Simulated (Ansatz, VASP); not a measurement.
# Ti: VASP beside Ansatz

```xyz
1
Lattice="-1.6410 1.6410 1.6410 1.6410 -1.6410 1.6410 1.6410 1.6410 -1.6410" Properties=species:S:1:pos:R:3 pbc="T T T"
Ti    0.0000    0.0000    0.0000
```

This isn't the form of Ti at room conditions, which is hcp.

Alike in both runs: task single point; functional PBE; k mesh 11 × 11 × 11; occupations gaussian, width 0.028 eV; no spin polarisation.

|  | VASP | Ansatz |
| --- | --- | --- |
| version | VASP 6.6.1 | Ansatz 0.2.0 |
| potentials or method | VASP PAW PBE potentials, release 64 (Ti_sv) | Ansatz PAW |
| plane-wave cutoff (eV) | 520 | 420 |
| valence electrons in the cell | 12 | 12 |

VASP gave:

| Quantity | Value |
| --- | --- |
| gap on the k mesh at the Fermi level (eV) | none |
| pressure (GPa) | -3.1 |

Task: Which values does Ansatz return?

Result: gap on the k mesh at the Fermi level (eV): none; pressure (GPa): -2.8.

A gap of «none» marks a metal or a gap that the smearing closes. With one functional, cell and mesh, what is left measures potentials, basis and numerics.
